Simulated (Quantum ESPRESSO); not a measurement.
Here is a Quantum ESPRESSO 7.5 calculation.

File pw.in:

```
&CONTROL
  calculation = 'scf'
  prefix = 'pwscf'
  outdir = './tmp'
  pseudo_dir = './pseudo'
  tprnfor = .true.
  tstress = .true.
  disk_io = 'low'
/
&SYSTEM
  ibrav = 0
  A = 3.91737157
  nat = 2
  ntyp = 2
  ecutwfc = 70
  nbnd = 16
  input_dft = 'scan'
  occupations = 'smearing'
  smearing = 'fd'
  degauss = 0.00367493
  nosym = .true.
/
&ELECTRONS
  conv_thr = 1d-08
  electron_maxstep = 120
  mixing_beta = 0.5
/
ATOMIC_SPECIES
Te   127.6000 Te_ONCV_PBE-1.2.upf
Be     9.0122 Be_ONCV_PBE-1.2.upf
CELL_PARAMETERS alat
   0.0000000000    0.7071067808    0.7071067808
   0.7071067808    0.0000000000    0.7071067808
   0.7071067808    0.7071067808    0.0000000000
ATOMIC_POSITIONS alat
Te     1.0606601712    1.0606601712    1.0606601712
Be     0.0000000000    0.0000000000    0.0000000000
K_POINTS automatic
6 6 6 0 0 0
```

File bands.in:

```
&CONTROL
  calculation = 'bands'
  prefix = 'pwscf'
  outdir = './tmp'
  pseudo_dir = './pseudo'
  disk_io = 'low'
  verbosity = 'high'
/
&SYSTEM
  ibrav = 0
  A = 3.91737157
  nat = 2
  ntyp = 2
  ecutwfc = 70
  nbnd = 16
  input_dft = 'scan'
  occupations = 'smearing'
  smearing = 'fd'
  degauss = 0.00367493
  nosym = .true.
/
&ELECTRONS
  conv_thr = 1d-08
  electron_maxstep = 120
  mixing_beta = 0.5
  diago_full_acc = .true.
  startingwfc = 'random'
/
ATOMIC_SPECIES
Te   127.6000 Te_ONCV_PBE-1.2.upf
Be     9.0122 Be_ONCV_PBE-1.2.upf
CELL_PARAMETERS alat
   0.0000000000    0.7071067808    0.7071067808
   0.7071067808    0.0000000000    0.7071067808
   0.7071067808    0.7071067808    0.0000000000
ATOMIC_POSITIONS alat
Te     1.0606601712    1.0606601712    1.0606601712
Be     0.0000000000    0.0000000000    0.0000000000
K_POINTS crystal
60
 0.0000000000  0.0000000000  0.0000000000 1
 0.0625000000  0.0000000000  0.0625000000 1
 0.1250000000  0.0000000000  0.1250000000 1
 0.1875000000  0.0000000000  0.1875000000 1
 0.2500000000  0.0000000000  0.2500000000 1
 0.3125000000  0.0000000000  0.3125000000 1
 0.3750000000  0.0000000000  0.3750000000 1
 0.4375000000  0.0000000000  0.4375000000 1
 0.5000000000  0.0000000000  0.5000000000 1
 0.5000000000  0.0625000000  0.5625000000 1
 0.5000000000  0.1250000000  0.6250000000 1
 0.5000000000  0.1875000000  0.6875000000 1
 0.5000000000  0.2500000000  0.7500000000 1
 0.4375000000  0.3125000000  0.7500000000 1
 0.3750000000  0.3750000000  0.7500000000 1
 0.3375000000  0.3375000000  0.6750000000 1
 0.3000000000  0.3000000000  0.6000000000 1
 0.2625000000  0.2625000000  0.5250000000 1
 0.2250000000  0.2250000000  0.4500000000 1
 0.1875000000  0.1875000000  0.3750000000 1
 0.1500000000  0.1500000000  0.3000000000 1
 0.1125000000  0.1125000000  0.2250000000 1
 0.0750000000  0.0750000000  0.1500000000 1
 0.0375000000  0.0375000000  0.0750000000 1
 0.0000000000  0.0000000000  0.0000000000 1
 0.0625000000  0.0625000000  0.0625000000 1
 0.1250000000  0.1250000000  0.1250000000 1
 0.1875000000  0.1875000000  0.1875000000 1
 0.2500000000  0.2500000000  0.2500000000 1
 0.3125000000  0.3125000000  0.3125000000 1
 0.3750000000  0.3750000000  0.3750000000 1
 0.4375000000  0.4375000000  0.4375000000 1
 0.5000000000  0.5000000000  0.5000000000 1
 0.5250000000  0.4500000000  0.5250000000 1
 0.5500000000  0.4000000000  0.5500000000 1
 0.5750000000  0.3500000000  0.5750000000 1
 0.6000000000  0.3000000000  0.6000000000 1
 0.6250000000  0.2500000000  0.6250000000 1
 0.5833333333  0.2500000000  0.6666666667 1
 0.5416666667  0.2500000000  0.7083333333 1
 0.5000000000  0.2500000000  0.7500000000 1
 0.5000000000  0.2857142857  0.7142857143 1
 0.5000000000  0.3214285714  0.6785714286 1
 0.5000000000  0.3571428571  0.6428571429 1
 0.5000000000  0.3928571429  0.6071428571 1
 0.5000000000  0.4285714286  0.5714285714 1
 0.5000000000  0.4642857143  0.5357142857 1
 0.5000000000  0.5000000000  0.5000000000 1
 0.4821428571  0.4821428571  0.5357142857 1
 0.4642857143  0.4642857143  0.5714285714 1
 0.4464285714  0.4464285714  0.6071428571 1
 0.4285714286  0.4285714286  0.6428571429 1
 0.4107142857  0.4107142857  0.6785714286 1
 0.3928571429  0.3928571429  0.7142857143 1
 0.3750000000  0.3750000000  0.7500000000 1
 0.6250000000  0.2500000000  0.6250000000 1
 0.5937500000  0.1875000000  0.5937500000 1
 0.5625000000  0.1250000000  0.5625000000 1
 0.5312500000  0.0625000000  0.5312500000 1
 0.5000000000  0.0000000000  0.5000000000 1
```

Potentials or basis: SG15 PBE 1.2.

Command:

```console
$ OMP_NUM_THREADS=1 pw.x -in pw.in > pw.out
$ OMP_NUM_THREADS=1 pw.x -in bands.in > bands.out
```

Task: What does it give for the pressure?

Result: 1.7 GPa.

Task: Estimate the band gap on the k mesh.

Result: 2.31 eV, indirect (least direct gap 4.14 eV).

Task: Predict the band gap along the path.

Result: 2.31 eV, indirect (least direct gap 4.14 eV).

Levels at the corners of the path, in eV from the valence-band top:
```csv
point,band 6,band 7,band 8,band 9,band 10,band 11,band 12,band 13,band 14,band 15
Γ,-35.42,-13.07,0.00,0.00,0.00,4.14,4.14,4.14,4.75,9.47
X,-35.41,-11.03,-5.44,-2.86,-2.86,2.31,3.22,10.96,10.96,12.95
W,-35.41,-10.99,-4.85,-3.98,-3.45,5.80,6.22,6.35,7.17,12.30
K,-35.41,-11.06,-5.05,-4.18,-2.41,3.17,5.96,8.87,9.27,10.20
Γ,-35.42,-13.07,0.00,0.00,0.00,4.14,4.14,4.14,4.75,9.47
L,-35.41,-11.58,-5.93,-1.22,-1.22,3.82,5.17,5.17,8.64,12.11
U,-35.41,-11.06,-5.05,-4.18,-2.41,3.17,5.96,8.87,9.27,10.20
W,-35.41,-10.99,-4.85,-3.98,-3.45,5.80,6.22,6.35,7.17,12.30
L,-35.41,-11.58,-5.93,-1.22,-1.22,3.82,5.17,5.17,8.64,12.11
K,-35.41,-11.06,-5.05,-4.18,-2.41,3.17,5.96,8.87,9.27,10.20
U,-35.41,-11.06,-5.05,-4.18,-2.41,3.17,5.96,8.87,9.27,10.20
X,-35.41,-11.03,-5.44,-2.86,-2.86,2.31,3.22,10.96,10.96,12.95
```

Caveat: the potentials were made for another functional, which shifts forces and pressure; spin-orbit coupling is left out, which moves the levels of the heavy elements. SCAN opens gaps a little over a GGA but as a rule still falls short of measured ones.
